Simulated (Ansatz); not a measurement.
# NaF: one crystal by all-electron and frozen-core methods

The same cell of NaF is computed with LAPW, all electrons, PAW on the default files and all-electron PAW on datasets made for the crystal, to set the results side by side.

Computed with Ansatz 0.2.0 (DFT LDA, scalar-relativistic, unless a step's input says otherwise).

## 1. The structure to begin with

Symmetry: Fm-3m, No. 225, cubic system. Conventional cell: a = 4.647 Å, b = 4.647 Å, c = 4.647 Å, α = 90.00°, β = 90.00°, γ = 90.00°. Na (site symmetry m-3m) has 6 F at 2.32 Å as nearest neighbours. F (site symmetry m-3m) is surrounded by 6 Na at 2.32 Å.

Coordinates:

```cif
data_structure
_symmetry_space_group_name_H-M 'Fm-3m'
_symmetry_Int_Tables_number 225
_cell_length_a 4.6466
_cell_length_b 4.6466
_cell_length_c 4.6466
_cell_angle_alpha 90.000
_cell_angle_beta 90.000
_cell_angle_gamma 90.000
_cell_volume 100.32
loop_
_atom_site_label
_atom_site_type_symbol
_atom_site_symmetry_multiplicity
_atom_site_Wyckoff_symbol
_atom_site_fract_x
_atom_site_fract_y
_atom_site_fract_z
_atom_site_occupancy
Na1 Na 4 a 0.00000 0.00000 0.00000 1
F1 F 4 b 0.50000 0.00000 0.00000 1
```

The file gives the conventional cell by its symmetry; the runs use the cell typed in the input.

Structure: COD 9007459, as refined from experiment and not relaxed.

Atoms are numbered in the order of the input: Na1, F2.

## 2. LAPW, all electrons

File input.yaml:

```yaml
crystal:
  lattice:
    - [0.0, 2.3233, 2.3233]
    - [2.3233, 0.0, 2.3233]
    - [2.3233, 2.3233, 0.0]
  atoms:
    - { symbol: Na, position: [0.0, 0.0, 0.0] }
    - { symbol: F, position: [0.5, 0.5, 0.5] }
kpoints:
  mp_grid: { grid: [10, 10, 10] }
  band_path:
    path:
      - [0.0, 0.0, 0.0]
      - [0.5, 0.0, 0.5]
      - [0.625, 0.25, 0.625]
      - [0.375, 0.375, 0.75]
      - [0.0, 0.0, 0.0]
      - [0.5, 0.5, 0.5]
      - [0.5, 0.25, 0.75]
      - [0.5, 0.0, 0.5]
    npoints: 14
scf:
  occupations: { method: fermi_dirac, width: 0.02 }
hamiltonian:
  xc: lda
  pseudopotentials: { kind: all_electron, lapw: { basis_error: 0.0005 } }
output:
  forces: true
  stress: true
  eigenvalues: true
  populations: true
  dos: { projected: true, de: 0.2, e_range: [-14, 8] }
```

Started as:

```bash
> ansatz run input.yaml --threads 1 --pin off --max-ram 3072MiB --backend cpu --events-out ev --progress --plain --runs-dir out
```

Standard output:

```text
Na: projections on atomic orbitals take those of the free atom 1s2 2s2 2p6 3s1, of charge +0.00 (hamiltonian.pseudopotentials.projection_atoms)
F: projections on atomic orbitals take those of the free atom 1s2 2s2 2p5, of charge +0.00 (hamiltonian.pseudopotentials.projection_atoms)
LAPW: plane waves up to 8.618 Å⁻¹, error target 5.0e-4 eV per atom; small_component_spin mean_spin; F in spheres of 1.160 Å, 7 of its electrons in bands, Dirac shells []; Na in spheres of 1.164 Å, 9 of its electrons in bands, Dirac shells []
Engine: ansatz 0.2.0
Pseudopotentials: kind: all_electron
Pseudopotential: Na, LAPW, valence charge 9, Koelling and Harmon's equation, gaussian nucleus
Pseudopotential: F, LAPW, valence charge 7, Koelling and Harmon's equation, gaussian nucleus
Functional definition: SPW92
  exchange = slater_x
  correlation = pw_c
Crystal: 2 atoms, lattice volume = 25.081 Å³
Basis set: ecut = 282.9366789626144 eV, 283 PW (Γ), exchange–correlation at level 2
Bands: 12, of which v1, the nominal top of the filled ones, is band 8 counted from 1 (7 counted from 0)
Symmetry: 48 space group operations
Space group: Fm-3m (ITA 225), of the structure as read, at distance tolerance 2.9e-5 Å
k-points: 47 of 1000
Non-local potential: Na, projectors of the file, none
Non-local potential: F, projectors of the file, none
Initial density: superposition of atomic densities (chi_scale 0.1, normalization cell, long waves kept (reshape's long-wave potential 0.00 eV rms))
Initial wavefunctions: plane waves of lowest kinetic energy (no species holds an atomic orbital)
Functional: x = slater, c = lda
iter 1 solved again at ethr=4.67e-3 eV; its pass at ethr=1.00e-1 eV (dr2=7.48e-1 eV) is discarded
SCF iter   1: F=—  HF=-7108.091201 eV  |F-HF|=—  |Δ(HF+E_count)|=         —  Δρ=4.85e-2  dr2=7.47e-1  ethr=4.67e-3  ⟨swp⟩=2.1  Hψ=3621  notcnv=0
preconditioner: auto → none  [insulator: Δε(μ)=8.102 eV  Ē_g=26.376 eV  σ=0.020 eV  W_gap=1.00  n_scr=8 (ndim 8)  ℏωp=27.7 eV  f_vac=0.000  D(μ)=0.00/eV (n_scr^D=0)  ε∞_Penn≈2.1]
iter 2 solved again at ethr=1.68e-5 eV; its pass at ethr=4.67e-3 eV (dr2=2.68e-3 eV) is discarded
SCF iter   2: F=—  HF=-7107.437940 eV  |F-HF|=—  |Δ(HF+E_count)|=   6.53e-1  Δρ=5.65e-3  dr2=2.67e-3  ethr=1.68e-5  ⟨swp⟩=3.0  Hψ=3181  notcnv=0
SCF iter   3: F=—  HF=-7107.255971 eV  |F-HF|=—  |Δ(HF+E_count)|=   1.82e-1  Δρ=1.03e-2  dr2=3.50e-2  ethr=1.67e-5  ⟨swp⟩=3.0  Hψ=2058  notcnv=0
SCF iter   4: F=—  HF=-7107.244719 eV  |F-HF|=—  |Δ(HF+E_count)|=   1.13e-2  Δρ=3.84e-4  dr2=1.10e-5  ethr=1.67e-5  ⟨swp⟩=3.0  Hψ=1832  notcnv=0
SCF iter   5: F=—  HF=-7107.244524 eV  |F-HF|=—  |Δ(HF+E_count)|=   1.95e-4  Δρ=1.07e-4  dr2=1.12e-6  ethr=6.86e-8  ⟨swp⟩=3.0  Hψ=1648  notcnv=0
SCF iter   6: F=—  HF=-7107.244525 eV  |F-HF|=—  |Δ(HF+E_count)|=   1.64e-7  Δρ=1.15e-4  dr2=4.26e-6  ethr=7.03e-9  ⟨swp⟩=3.0  Hψ=1667  notcnv=0
SCF iter   7: F=—  HF=-7107.244522 eV  |F-HF|=—  |Δ(HF+E_count)|=   2.71e-6  Δρ=3.69e-5  dr2=4.39e-7  ethr=7.03e-9  ⟨swp⟩=2.1  Hψ=1516  notcnv=0
SCF iter   8: F=-7107.244522 eV  HF=-7107.244522 eV  |F-HF|=2.50e-8  |Δ(HF+E_count)|=   2.95e-7  Δρ=6.22e-6  dr2=1.25e-8  ethr=2.75e-9  ⟨swp⟩=2.0  Hψ=1504  notcnv=0
SCF 1 converged in 8 iterations: F = -7107.244522 eV  dr2 = 1.25e-8
NSCF: frozen V_eff on 99 k-points
SCF converged after 8 iterations
Free energy (F): -7107.244522 eV
Harris-Foulkes:  -7107.244522 eV  (|F-HF|=2.50e-8)
Internal energy: -7107.244522 eV  (E = F + TS)
E sigma→0 (E₀):  -7107.244522 eV
Fermi energy:    3.295768 eV
--- Per-component energies (eV) ---
  E_band       = -241.773797
  E_kinetic    = 7095.223188
  E_xc         = -639.906478
  E_electrostatic = -13562.561231  (all electrons and nuclei)
  E_smearing   = -0.000000  (= −TS)
  E_closure    = 0.000000  (closes the sum)
  E_atoms      = -7097.938389  (free atoms, spherical and without spin; not in F)
  Σ components = -7107.244522   (vs F -7107.244522, Δ=0.00e0)
  Basis errors (estimates in eV, not in F): energy 1.6e-4 per atom: plane waves 1.5e-4 (8.1e-5 summed), levels above the bands 0.0e0, relativity 2.9e-9, radial functions 1.8e-5, core shells 6.6e-9; eigenvalues (radial functions only) 1.2e-5; not estimated: angular momenta, meshes, grids; target (lapw.basis_error) 5.0e-4; muffin-tin radii F 1.160 Å, Na 1.164 Å
--- Forces (eV/Å), atoms counted from 1 ---
  atom   1  Na    -0.00000000    -0.00000000     0.00000000
  atom   2  F      0.00000000    -0.00000000    -0.00000000
  max |Σ_I F_I| component: 5.42e-31 eV/Å
--- Stress (GPa, compression-positive) ---
       -4.606209       0.000000       0.000000
        0.000000      -4.606209      -0.000000
        0.000000      -0.000000      -4.606209
  P = ⅓ Tr σ = -4.6062 GPa (-46.062 kbar)
--- Band table (eV; the first three rows and the last of 47) ---
  k-point 0: bands = ["-46.0348", "-18.4881", "-18.4881", "-18.4881", "-18.4441", "0.3113", "0.3113", "0.3113", "6.2337", "18.8047", "18.8047", "18.8047"]
  k-point 1: bands = ["-46.0335", "-18.7200", "-18.4893", "-18.4893", "-18.1991", "0.1057", "0.2859", "0.2859", "6.5952", "17.5205", "18.9582", "18.9582"]
  k-point 2: bands = ["-46.0300", "-18.9376", "-18.4925", "-18.4925", "-17.9470", "-0.3630", "0.2201", "0.2201", "7.5178", "15.7679", "19.3421", "19.3421"]
  k-point 46: bands = ["-46.0163", "-18.8291", "-18.6019", "-18.5739", "-17.8689", "-0.7238", "-0.4477", "-0.2591", "13.0463", "13.0896", "14.7901", "17.0926"]
--- Löwdin populations: 2 sites ---
  site symbol       q [e]
     0     Na     10.2266
     1      F      9.7223
  spilling = 0.002556 (of n_electrons = 20.000000)
```

It took 6 s on 1 thread of Intel Xeon Platinum 8488C (Sapphire Rapids), shared host; peak memory 0.31 GiB.

In short: pressure -4.61 GPa; gap 5.92 eV, direct at Γ.

Levels at the path's labelled points, in eV from the valence-band top:

| point | band 5 | band 6 | band 7 | band 8 | band 9 | band 10 | band 11 |
| --- | --- | --- | --- | --- | --- | --- | --- |
| Γ | -18.76 | 0.00 | 0.00 | 0.00 | 5.92 | 18.49 | 18.49 |
| X | -18.50 | -1.32 | -0.42 | -0.42 | 12.69 | 12.84 | 13.18 |
| U | -18.17 | -1.09 | -0.86 | -0.38 | 12.38 | 12.77 | 14.28 |
| K | -18.17 | -1.09 | -0.86 | -0.38 | 12.38 | 12.77 | 14.28 |
| Γ | -18.76 | 0.00 | 0.00 | 0.00 | 5.92 | 18.49 | 18.49 |
| L | -17.86 | -1.64 | -0.26 | -0.26 | 10.35 | 12.04 | 19.59 |
| W | -18.16 | -0.90 | -0.90 | -0.59 | 12.76 | 12.76 | 14.76 |
| X | -18.50 | -1.32 | -0.42 | -0.42 | 12.69 | 12.84 | 13.18 |

## 3. PAW on the default files

Changes to input.yaml since step 2:

```diff
@@ -25,3 +25,3 @@
   xc: lda
-  pseudopotentials: { kind: all_electron, lapw: { basis_error: 0.0005 } }
+  pseudopotentials: { kind: paw }
 output:
@@ -30,3 +30,9 @@
   eigenvalues: true
+  efg: { contact_densities: true }
   populations: true
+  bader: true
   dos: { projected: true, de: 0.2, e_range: [-14, 8] }
+  write_density: true
+  write_potential: true
+  elf: true
+  volumetric_format: npy
```

Started as:

```bash
> ansatz run input.yaml --threads 1 --pin off --max-ram 3072MiB --backend cpu --events-out ev --progress --plain --runs-dir out
```

Standard output:

```text
Engine: ansatz 0.2.0
Pseudopotentials: kind: paw
Pseudopotential: Na, paw, valence charge 9, recommended cutoff 420 eV (normal)
Pseudopotential: F, paw, valence charge 7, recommended cutoff 420 eV (normal)
Functional definition: SPW92
  exchange = slater_x
  correlation = pw_c
Crystal: 2 atoms, lattice volume = 25.081 Å³
Basis set: ecut = 420 eV, 531 PW (Γ)
Bands: 12, of which v1, the nominal top of the filled ones, is band 8 counted from 1 (7 counted from 0)
Symmetry: 48 space group operations
Space group: Fm-3m (ITA 225), of the structure as read, at distance tolerance 2.9e-5 Å
k-points: 47 of 1000
Non-local potential: Na, projectors of the file, l = 0: 3, l = 1: 2, l = 2: 1
Non-local potential: F, projectors of the file, l = 0: 2, l = 1: 2, l = 2: 1
PAW form: soft (Blöchl's): semilocal exchange-correlation on the pseudo side does not see the compensation charge
PAW frozen core: Na, regenerated for the run's functional, and the local potential with it (the file was generated under x = pbe(κ = 0.804, μ = 0.2195149727645171), c = pbe(β = 0.06672455060314922))
PAW frozen core: F, regenerated for the run's functional, and the local potential with it (the file was generated under x = pbe(κ = 0.804, μ = 0.2195149727645171), c = pbe(β = 0.06672455060314922))
PAW one-centre angular grid: Na, 110 points (default); XC on 64 Gauss nodes
PAW one-centre angular grid: F, 110 points (default); XC on 64 Gauss nodes
Initial density: superposition of atomic densities (neutral atoms: chi_scale 0, normalization atom), corrected by the library's trained network
Initial wavefunctions: pseudopotential atomic-orbital guess
Functional: x = slater, c = lda
SCF iter   1: F=—  HF=-2263.079440 eV  |F-HF|=—  |Δ(HF+E_count)|=         —  Δρ=1.88e-2  dr2=6.24e-2  ethr=1.77e-3  ⟨swp⟩=5.9  Hψ=3157  notcnv=0
preconditioner: auto → none  [insulator: Δε(μ)=5.656 eV  Ē_g=25.616 eV  σ=0.020 eV  W_gap=1.00  n_scr=8 (ndim 8)  ℏωp=27.7 eV  f_vac=0.108  D(μ)=0.00/eV (n_scr^D=0)  ε∞_Penn≈2.2]
SCF iter   2: F=—  HF=-2263.060512 eV  |F-HF|=—  |Δ(HF+E_count)|=   1.89e-2  Δρ=1.01e-2  dr2=1.21e-2  ethr=3.90e-4  ⟨swp⟩=2.0  Hψ=1275  notcnv=0
SCF iter   3: F=—  HF=-2263.056672 eV  |F-HF|=—  |Δ(HF+E_count)|=   3.84e-3  Δρ=1.42e-3  dr2=3.72e-4  ethr=7.55e-5  ⟨swp⟩=2.0  Hψ=892  notcnv=0
SCF iter   4: F=—  HF=-2263.056524 eV  |F-HF|=—  |Δ(HF+E_count)|=   1.48e-4  Δρ=4.41e-4  dr2=1.56e-5  ethr=2.32e-6  ⟨swp⟩=2.1  Hψ=938  notcnv=0
SCF iter   5: F=—  HF=-2263.056511 eV  |F-HF|=—  |Δ(HF+E_count)|=   1.25e-5  Δρ=4.20e-5  dr2=3.25e-7  ethr=9.76e-8  ⟨swp⟩=2.0  Hψ=707  notcnv=0
SCF iter   6: F=-2263.056511 eV  HF=-2263.056511 eV  |F-HF|=3.14e-9  |Δ(HF+E_count)|=   6.78e-8  Δρ=4.62e-6  dr2=3.41e-9  ethr=6.25e-10  ⟨swp⟩=8.9  Hψ=3553  notcnv=0
SCF 1 converged in 6 iterations: F = -2263.056511 eV  dr2 = 3.41e-9
NSCF: frozen V_eff on 99 k-points
SCF converged after 6 iterations
Free energy (F): -2263.056511 eV
Harris-Foulkes:  -2263.056511 eV  (|F-HF|=3.14e-9)
Internal energy: -2263.056511 eV  (E = F + TS)
E sigma→0 (E₀):  -2263.056511 eV
Fermi energy:    3.504443 eV
--- Per-component energies (eV) ---
  E_band       = -238.521335
  E_kinetic    = 326.829357
  E_local      = -1695.546158  (includes V_loc(G=0)·N_el)
  E_nonlocal   = 192.409573
  E_hartree    = 598.306153
  E_xc         = -116.973862
  E_vxc        = -151.700761  (∫ρ·V_xc dr)
  E_paw        = -432.043072  (= ΣΔE_a)
  E_vpaw       = -107.125873  (= ΣTr[D̂ρ^β])
  E_aug_tail   = 0.001977  (compensation charges beyond the density's cutoff)
  E_ewald      = -1136.294620
  E_core_change = 0.254142  (= ΣΔE_core)
  E_smearing   = -0.000000  (= −TS)
  E_closure    = 0.000000  (closes the sum)
  Σ components = -2263.056511   (vs F -2263.056511, Δ=0.00e0)
--- Forces (eV/Å), atoms counted from 1 ---
  atom   1  Na    -0.00000000     0.00000000    -0.00000000
  atom   2  F      0.00000000     0.00000000     0.00000000
  max |Σ_I F_I| component: 2.71e-29 eV/Å
--- Stress (GPa, compression-positive) ---
       -4.635017       0.000000       0.000000
        0.000000      -4.635017       0.000000
        0.000000       0.000000      -4.635017
  P = ⅓ Tr σ = -4.6350 GPa (-46.350 kbar)
--- PAW observables at the nuclei: V_zz in 10²¹ V/m², potentials from the cell's mean, atoms counted from 1 ---
  atom   1  Na V_zz =    +0.000000   η = 0.0000   by run symmetry: forbidden
            electrostatic potential = -975.845062 V   contact ρ = 5836.575972 e/Å³
  atom   2  F  V_zz =    +0.000000   η = 0.0000   by run symmetry: forbidden
            electrostatic potential = -734.618897 V   contact ρ = 3083.938309 e/Å³
--- Band table (eV; the first three rows and the last of 47) ---
  k-point 0: bands = ["-45.8283", "-18.2874", "-18.2874", "-18.2874", "-18.2395", "0.5135", "0.5135", "0.5135", "6.4485", "19.0160", "19.0160", "19.0160"]
  k-point 1: bands = ["-45.8269", "-18.5176", "-18.2887", "-18.2887", "-17.9962", "0.3092", "0.4886", "0.4886", "6.8094", "17.7288", "19.1698", "19.1698"]
  k-point 2: bands = ["-45.8234", "-18.7351", "-18.2918", "-18.2918", "-17.7441", "-0.1583", "0.4238", "0.4238", "7.7310", "15.9758", "19.5553", "19.5553"]
  k-point 46: bands = ["-45.8098", "-18.6270", "-18.4011", "-18.3732", "-17.6654", "-0.5191", "-0.2433", "-0.0549", "13.2541", "13.2974", "14.9940", "17.3155"]
--- Löwdin populations: 2 sites ---
  site symbol       q [e]
     0     Na      8.2183
     1      F      7.7310
  spilling = 0.003172 (of n_electrons = 16.000000)
--- Bader charges: 2 sites ---
  site symbol  charge [e]  shift [e]
     0     Na      0.8696     0.0007
     1      F     -0.8696     0.0007
  estimated error of the sums over rays = 1.6e-4 e
```

Wall time 8.8 s (1 thread of Intel Xeon Platinum 8488C (Sapphire Rapids), shared host); peak memory 0.35 GiB.

Read from it: pressure -4.64 GPa; gap 5.93 eV, direct at Γ.

| atom | Bader charge (e) | basin volume (Å³) |
| --- | --- | --- |
| Na1 | +0.87 | 8.13 |
| F2 | -0.87 | 16.95 |

The fields are shown in the conventional cell of this run's space group, carried over from its grid by interpolation.

Density in a lattice plane of the grid's cell (edges 4.65 and 4.65 Å, at 0.000 of the third edge), which holds Na and F.

Ten even steps from ' ' (0.03 e/Å³) to '@' (20.67 e/Å³):
```
##**--              ::==++==::              --**
--::..              ....::....              ..::
                                                
                                                
                                                
                                                
                                                
::....              ..::--::..              ....
++==::              --**##**--              ::==
**++--..          ..==%%@@%%==..          ..--++
++==::              --**##**--              ::==
::....              ..::--::..              ....
                                                
                                                
                                                
                                                
                                                
--::..              ....::....              ..::
##**--              ::==++==::              --**
@@%%==..          ..--++**++--..          ..==%%
```
Columns run along the first of these edges and rows up along the second, over one cell in 24 and 20 even steps from the bottom left corner. Atoms in the plane (fractional): Na at (0.00, 0.00), Na at (0.50, 0.50), F at (0.00, 0.50), F at (0.50, 0.00).

ELF in the same plane.

Ten even steps from '0' (0.01) to '9' (0.82):
```
457730059998789995003775
677510048999999984001577
553100036899999863000135
000000013456665421000000
000000000000000000000000
665431000000000000012456
999863000135553100036899
999984001577677510048999
789995003775457730059998
469995003763136730059996
789995003775457730059998
999984001577677510048999
999863000135553100036899
665421000000000000013456
000000000000000000000000
000000012456665431000000
553100036899999863000135
677510048999999984001577
457730059998789995003775
136730059996469995003763
```
Columns run along the first of these edges and rows up along the second, over one cell in 24 and 20 even steps from the bottom left corner. Atoms in the plane (fractional): Na at (0.00, 0.00), Na at (0.50, 0.50), F at (0.00, 0.50), F at (0.50, 0.00).

Both are smooth fields of the valence electrons: close to the nuclei they are not physical.

Outside the cores ELF peaks at 0.82 in the shell around F, 0.6 Å from F.

## 4. All-electron PAW on datasets made for the crystal

Changes to input.yaml since step 3:

```diff
@@ -20,3 +20,3 @@
       - [0.5, 0.0, 0.5]
-    npoints: 14
+    npoints: 8
 scf:
@@ -25,3 +25,3 @@
   xc: lda
-  pseudopotentials: { kind: paw }
+  pseudopotentials: { kind: all_electron, datasets: crystal }
 output:
@@ -31,8 +31 @@
   efg: { contact_densities: true }
-  populations: true
-  bader: true
-  dos: { projected: true, de: 0.2, e_range: [-14, 8] }
-  write_density: true
-  write_potential: true
-  elf: true
-  volumetric_format: npy
```

Started as:

```bash
> ansatz run input.yaml --threads 1 --pin off --max-ram 3072MiB --backend cpu --events-out ev --progress --plain --runs-dir out
```

Standard output (excerpt; [...] marks lines left out):

```text
[...]
Pseudopotentials: kind: all_electron
Pseudopotential: Na, paw, valence charge 9, recommended cutoff 280 eV (normal), Koelling and Harmon's equation, gaussian nucleus
Pseudopotential: F, paw, valence charge 7, recommended cutoff 280 eV (normal), Koelling and Harmon's equation, gaussian nucleus
Functional definition: SPW92
[...]
Crystal: 2 atoms, lattice volume = 25.081 Å³
Basis set: ecut = 280 eV, 283 PW (Γ)
Bands: 12, of which v1, the nominal top of the filled ones, is band 8 counted from 1 (7 counted from 0)
Symmetry: 48 space group operations
Space group: Fm-3m (ITA 225), of the structure as read, at distance tolerance 2.9e-5 Å
k-points: 47 of 1000
[...]
SCF iter   1: F=—  HF=-7108.019474 eV  |F-HF|=—  |Δ(HF+E_count)|=         —  Δρ=9.31e-2  dr2=2.33e0  ethr=1.47e-2  ⟨swp⟩=2.6  Hψ=3079  notcnv=0
[...]
--- Forces (eV/Å), atoms counted from 1 ---
  atom   1  Na    -0.00000000     0.00000000     0.00000000
  atom   2  F      0.00000000    -0.00000000    -0.00000000
[...]
--- Stress (GPa, compression-positive) ---
       -4.605743       0.000000       0.000000
        0.000000      -4.605743      -0.000000
       -0.000000      -0.000000      -4.605743
  P = ⅓ Tr σ = -4.6057 GPa (-46.057 kbar)
--- PAW observables at the nuclei: V_zz in 10²¹ V/m², potentials from the cell's mean, atoms counted from 1 ---
  atom   1  Na V_zz =    -0.000000   η = 0.0000   by run symmetry: forbidden
            electrostatic potential = -973.840970 V   contact ρ = 5839.362457 e/Å³
  atom   2  F  V_zz =    -0.000000   η = 0.0000   by run symmetry: forbidden
            electrostatic potential = -732.587297 V   contact ρ = 3084.934056 e/Å³
--- Band table (eV; the first three rows and the last of 47) ---
  k-point 0: bands = ["-46.0350", "-18.4883", "-18.4883", "-18.4883", "-18.4440", "0.3114", "0.3114", "0.3114", "6.2337", "18.8047"]
[...]
```

Run time: 6.1 s. Hardware: 1 thread of Intel Xeon Platinum 8488C (Sapphire Rapids), shared host; peak memory 0.38 GiB.

Result: pressure -4.61 GPa.

| atom | contact density (e/Å³) |
| --- | --- |
| Na1 | 5839.362 |
| F2 | 3084.934 |

## 5. The methods compared

Highest filled and lowest empty level at the labelled points (eV from each run's valence-band top):

| point | LAPW top | LAPW bottom | PAW top | PAW bottom |
| --- | --- | --- | --- | --- |
| Γ | 0.00 | 5.92 | 0.00 | 5.93 |
| X | -0.42 | 12.69 | -0.41 | 12.70 |
| U | -0.38 | 12.38 | -0.38 | 12.38 |
| K | -0.38 | 12.38 | -0.38 | 12.38 |
| Γ | 0.00 | 5.92 | 0.00 | 5.93 |
| L | -0.26 | 10.35 | -0.26 | 10.36 |
| W | -0.59 | 12.76 | -0.58 | 12.76 |
| X | -0.42 | 12.69 | -0.41 | 12.70 |

| method | pressure (GPa) | gap on the k mesh (eV) | SCF cycles, all passes |
| --- | --- | --- | --- |
| LAPW | -4.61 | 5.92 | 8 |
| PAW | -4.64 | 5.93 | 6 |
| crystal datasets | -4.61 | – | 10 |

## 6. Results

| quantity | value |
| --- | --- |
| pressure | LAPW -4.61, PAW -4.64, crystal datasets -4.61 GPa |
| gap (LAPW) | 5.92 eV, direct at Γ |
| Bader charges (PAW) | Na1 +0.87, F2 -0.87 e |
| highest ELF (PAW) | 0.82, 0.58 Å from F |

The pressure of -4.6 GPa pushes the cell to shrink, with the atoms held in place. A gap opens: 5.92 eV, direct at Γ. It is the Kohn-Sham gap of a semilocal functional, which mostly lies below the gap found in experiment. The top eV of the valence band is mostly F 2p (99 % of the projected weight). The projection holds only the free atom's occupied shells (Na 3s, F 2p in this range). PAW lies -0.03 GPa from LAPW in pressure and +0.01 eV in the gap.
